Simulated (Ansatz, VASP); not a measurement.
## Two plane-wave programs on BeTe

```xyz
2
Lattice="0.0000 2.8321 2.8321 2.8321 0.0000 2.8321 2.8321 2.8321 0.0000" Properties=species:S:1:pos:R:3 pbc="T T T"
Be    0.0000    0.0000    0.0000
Te    4.2481    4.2481    4.2481
```

Alike in both runs: functional PBE; k mesh 8 × 8 × 8; occupations gaussian, width 0.02 eV; no spin polarisation.

Ansatz relaxed the structure, and its values are those at the end. VASP's run is a single point on that final structure, the one shown.

```csv
,VASP,Ansatz
version,VASP 6.6.1,Ansatz 0.2.0
potentials or method,"VASP PAW PBE potentials, release 64 (Be, Te)","scalar-relativistic, plane waves, PAW"
plane-wave cutoff (eV),520,420
valence electrons in the cell,8,18
```

```csv
,VASP,Ansatz,Ansatz less VASP
gap on the k mesh at the Fermi level (eV),2.02,2.03,+0.014
least direct gap on the mesh (eV),3.62,3.64,+0.018
pressure (GPa),0.1,0.0,-0.13
```

The two sets of potentials don't hold the same shells in valence.

Caveats: spin-orbit coupling is left out, which moves the levels of the heavy elements. PBE gaps usually lie below the measured ones, often by a third to a half. A k mesh can miss the band edges.
